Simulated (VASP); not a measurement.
# Mn₃Sn: magnetic anisotropy, by functional

Mn₃Sn, P6_3/mmc (no. 194), 8 atoms in the cell.

| Functional | Largest energy difference between the axes (meV per magnetic atom) | Spin moment (muB per cell) | Time (s) |
|---|---|---|---|
| PBE | 0.01 | 18.93 | 965 |
| PBEsol | 0.01 | 18.90 | 789 |

Limits: Only one order of the moments was run; differences under 0.02 meV aren't resolved.

## Input of the first row

INCAR.step1:
```
PREC = Accurate
ENCUT = 450
EDIFF = 1E-8
NELM = 200
ALGO = Normal
ISMEAR = -5
SIGMA = 0.1
LREAL = False
LASPH = True
LMAXMIX = 4
LORBIT = 11
LWAVE = False
LCHARG = True
GGA = PE
GGA_COMPAT = False
ISYM = 2
ISPIN = 2
MAGMOM = 0 0 4.5 4.5 4.5 4.5 4.5 4.5
NBANDS = 67
```

INCAR.step2:
```
PREC = Accurate
ENCUT = 450
EDIFF = 1E-8
NELM = 200
ALGO = Normal
ISMEAR = -5
SIGMA = 0.1
LREAL = False
LASPH = True
LMAXMIX = 4
LORBIT = 11
LWAVE = False
LCHARG = False
GGA = PE
GGA_COMPAT = False
ISYM = 2
LSORBIT = True
LORBMOM = True
MAGMOM = 0 0 0 0 0 0 0 0 4.5 0 0 4.5 0 0 4.5 0 0 4.5 0 0 4.5 0 0 4.5
SAXIS = 0 0 1
ICHARG = 11
NBANDS = 134
```

INCAR.step3, as INCAR.step2 but for:
```
- SAXIS = 0 0 1
+ SAXIS = 1 0 0
```

KPOINTS:
```
k-points
0
Gamma
  8 8 9
```

POSCAR:
```
Mn3Sn
1.0
    5.6700000000      0.0000000000      0.0000000000
   -2.8350000000      4.9103640395      0.0000000000
    0.0000000000      0.0000000000      4.5300000000
Sn Mn
2 6
Direct
    0.6666666667      0.3333333333      0.7500000000
    0.3333333333      0.6666666667      0.2500000000
    0.6659999999      0.8330000000      0.7500000000
    0.8330000000      0.1670000001      0.2500000000
    0.1670000001      0.3340000001      0.7500000000
    0.3340000001      0.1670000001      0.2500000000
    0.1670000001      0.8330000000      0.7500000000
    0.8330000000      0.6659999999      0.2500000000
```

Commands (each step's output is kept before the next begins):
```
cat potpaw_PBE.64/Sn_d/POTCAR potpaw_PBE.64/Mn_pv/POTCAR > POTCAR
cp INCAR.step1 INCAR
mpirun -np 8 vasp_std > vasp.out
cp INCAR.step2 INCAR
mpirun -np 8 vasp_ncl > vasp.out
cp INCAR.step3 INCAR
mpirun -np 8 vasp_ncl > vasp.out
```

Changes of the last row against the first:
```
(all steps)
- GGA = PE
+ GGA = PS
```

VASP 6.6.1 took 965 s on 8 cores (Intel Xeon Platinum 8259CL @ 2.50GHz (Skylake/Cascade Lake)), a shared host.
